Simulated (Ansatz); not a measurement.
Runs of Ansatz 0.2.0 on Pb. Symmetry: Fm-3m, No. 225, cubic system. The conventional cell has a = 4.950 Å, b = 4.950 Å, c = 4.950 Å, α = 90.00°, β = 90.00°, γ = 90.00°. Around Pb (site symmetry m-3m) lie 12 Pb at 3.50 Å. 

| task | level | spin | cell | k mesh | smearing | points for each segment of the path | mesh quality | gap on the mesh (eV) | pressure (GPa) |
| --- | --- | --- | --- | --- | --- | --- | --- | --- | --- |
| single point | PBE0 | SOC, no magnetisation | as given | 4 × 4 × 4 | fermi-dirac 0.05 eV | - | coarse | none | 0.0 |
| band structure | RPBE | off | as given | 9 × 9 × 9 | fermi-dirac 0.05 eV | 14 | not flagged | none | 3.9 |
| relaxation of cell and atoms | LDA | off | relaxed | 9 × 9 × 9 | fermi-dirac 0.05 eV | - | not flagged | none | 0.0 |
| single point | PBE | off | as given | 9 × 9 × 9 | gaussian 0.012 eV | - | not flagged | none | 2.2 |
| band structure | PBEsol | SOC, no magnetisation | as given | 7 × 7 × 7 | fermi-dirac 0.05 eV | 14 | not flagged | none | (a) |

Alike in all rows: potentials or basis Ansatz PAW; cutoff (eV) 420.

Problem. Fill in the values left out.

Solution. (a) -0.1.

Caveats: some runs use coarse meshes; the PAW data sets come from PBE, with cores solved anew for the run's functional, which leaves a small shift of forces and pressure (some runs); the thresholds are loose for stress (some runs); spin-orbit coupling is left out, which moves the levels of the heavy elements (some runs); the plane-wave basis is chosen anew once the cell has moved, so the energies of steps on either side of that aren't comparable (some runs).

A k mesh can miss the band edges, and rows without SOC leave out spin-orbit coupling on Pb.

A gap of «none» marks a metal or a gap under the smearing width.
